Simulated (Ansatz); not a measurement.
Runs of Ansatz 0.2.0 on Ti. The structure is cubic, space group Im-3m (No. 229). Conventional cell: a = 3.282 Å, b = 3.282 Å, c = 3.282 Å, α = 90.00°, β = 90.00°, γ = 90.00°. Around Ti (site symmetry m-3m) lie 8 Ti at 2.84 Å. This isn't the form of Ti at room conditions, which is hcp.

```csv
task,level,cell,smearing,gap on the mesh (eV),pressure (GPa),relaxed volume (Å³/atom)
single point,PBE,as given,gaussian 0.026 eV,none,-2.9,-
single point,PBE,as given,gaussian 0.019 eV,none,-2.9,-
single point,PBE,as given,gaussian 0.02 eV,none,-2.9,-
single point,PBE,as given,gaussian 0.017 eV,none,-2.9,-
relaxation of cell and atoms,PBE+D4,relaxed,fermi-dirac 0.05 eV,-,0.0,(a)
single point,PBE,as given,gaussian 0.024 eV,none,-2.9,-
single point,PBE,as given,gaussian 0.022 eV,none,-2.9,-
relaxation of cell and atoms,PBE+D3(BJ),relaxed,fermi-dirac 0.05 eV,-,0.0,16.29
```

Alike in all rows: potentials or basis Ansatz PAW; no spin polarisation; k mesh 11 × 11 × 11; cutoff (eV) 420.

Problem. Fill in the values left out.

Solution. (a) 16.94.

Caveats: the plane-wave basis is chosen anew once the cell has moved, so the energies of steps on either side of that aren't comparable (some runs).

A gap of «none» marks a metal or a gap under the smearing width.
